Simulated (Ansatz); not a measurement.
Ansatz input

```yaml
crystal:
  lattice:
    - [0.0, 3.6271059748, 3.6271059748]
    - [3.6271059748, 0.0, 3.6271059748]
    - [3.6271059748, 3.6271059748, 0.0]
  atoms:
    - { symbol: Te, position: [0.125, 0.125, 0.125] }
    - { symbol: Te, position: [0.875, 0.875, 0.875] }
hamiltonian:
  xc: revpbe
  pseudopotentials:
    kind: paw
    azcp:
      Te: "pseudopotentials/Te.paw.azcp"
basis:
  ecutwfc: 420
  fft_grid_basis: typed
kpoints:
  mp_grid: { grid: [12, 12, 12], shift: [0, 0, 0] }
magnetization:
  spin_polarized: false
scf:
  occupations: { method: fermi_dirac, width: 0.1 }
```

and its output:

```
Engine: ansatz 0.2.0, x86_64-unknown-linux-gnu
Pseudopotentials: kind: paw
Pseudopotential: Te, paw, valence charge 16, recommended cutoff 420 eV (normal) 
Functional definition: revPBE
  parameter kappa = 1.245
  parameter beta = 0.06672455060314922
  exchange = pbe_x(kappa = kappa, mu = beta*pi^2/3)
  correlation = pbe_c(beta = beta)
Crystal: 2 atoms, lattice volume = 95.436 Å³
Basis set: ecut = 420 eV, 1837 PW (Γ)
Bands: 20, of which v1, the nominal top of the filled ones, is band 16 counted from 1 (15 counted from 0)
Symmetry: 48 space group operations
Space group: Fd-3m (ITA 227), of the structure as read, at distance tolerance 4.6e-5 Å
k-points: 72 of 1728
Non-local potential: Te, projectors of the file, l = 0: 2, l = 1: 2, l = 2: 2, l = 3: 2
PAW form: soft (Blöchl's): semilocal exchange-correlation on the pseudo side does not see the compensation charge
PAW frozen core: Te, regenerated for the run's functional, and the local potential with it (the file was generated under x = pbe(κ = 0.804, μ = 0.2195149727645171), c = pbe(β = 0.06672455060314922))
PAW one-centre angular grid: Te, 590 points (default); XC on 64 Gauss nodes
Initial density: superposition of atomic densities (neutral atoms: chi_scale 0, normalization atom), corrected by the library's trained network
Initial wavefunctions: pseudopotential atomic-orbital guess
Functional: x = revpbe(κ = 1.245, μ = 0.2195149727645171), c = pbe(β = 0.06672455060314922)
SCF iter   1: F=—  HF=-13971.807506 eV  |F-HF|=—  |Δ(HF+E_count)|=         —  Δρ=1.46e-3  dr2=1.53e-3  ethr=1.77e-3  ⟨swp⟩=6.4  Hψ=7283  notcnv=0
SCF iter   2: F=—  HF=-13971.808887 eV  |F-HF|=—  |Δ(HF+E_count)|=   1.38e-3  Δρ=8.22e-4  dr2=4.38e-4  ethr=4.78e-6  ⟨swp⟩=2.6  Hψ=3496  notcnv=0
SCF iter   3: F=—  HF=-13971.808539 eV  |F-HF|=—  |Δ(HF+E_count)|=   3.48e-4  Δρ=1.58e-4  dr2=4.26e-5  ethr=1.37e-6  ⟨swp⟩=2.0  Hψ=2612  notcnv=0
SCF iter   4: F=—  HF=-13971.808615 eV  |F-HF|=—  |Δ(HF+E_count)|=   7.69e-5  Δρ=5.08e-5  dr2=3.52e-6  ethr=1.33e-7  ⟨swp⟩=2.0  Hψ=1919  notcnv=0
iter 5 did not close the SCF: its close was put off for the readings that it lacked (scf_convergence_deferred on its scf_iter line)
SCF iter   5: F=-13971.808616 eV  HF=-13971.808616 eV  |F-HF|=5.75e-8  |Δ(HF+E_count)|=   3.53e-7  Δρ=9.62e-6  dr2=8.92e-8  ethr=1.10e-8  ⟨swp⟩=3.0  Hψ=2874  notcnv=0
SCF iter   6: F=-13971.808616 eV  HF=-13971.808616 eV  |F-HF|=1.19e-9  |Δ(HF+E_count)|=   1.09e-7  Δρ=1.74e-6  dr2=1.61e-9  ethr=2.79e-10  ⟨swp⟩=1.0  Hψ=4374  notcnv=0
SCF 1 converged in 6 iterations: F = -13971.808616 eV  dr2 = 1.61e-9
SCF converged after 6 iterations
Free energy (F): -13971.808616 eV
Harris-Foulkes:  -13971.808616 eV  (|F-HF|=1.19e-9)
Internal energy: -13971.741093 eV  (E = F + TS)
E sigma→0 (E₀):  -13971.774855 eV
Entropy (-TS):   -0.067522 eV (-33.761 meV/atom)
Fermi energy:    5.076766 eV
--- Per-component energies (eV) ---
  E_band       = -647.937587
  E_kinetic    = 357.693682
  E_local      = -3352.364856  (includes V_loc(G=0)·N_el)
  E_nonlocal   = -622.618253
  E_hartree    = 1965.617324
  E_xc         = -246.832516
  E_vxc        = -205.049877  (∫ρ·V_xc dr)
  E_paw        = -9335.818637  (= ΣΔE_a)
  E_vpaw       = -756.833154  (= ΣTr[D̂ρ^β])
  E_aug_tail   = -0.000293  (compensation charges beyond the density's cutoff)
  E_ewald      = -2737.361902
  E_core_change = -0.055642  (= ΣΔE_core)
  E_smearing   = -0.067522  (= −TS)
  E_closure    = 0.000000  (closes the sum)
  Σ components = -13971.808616   (vs F -13971.808616, Δ=0.00e0)
```
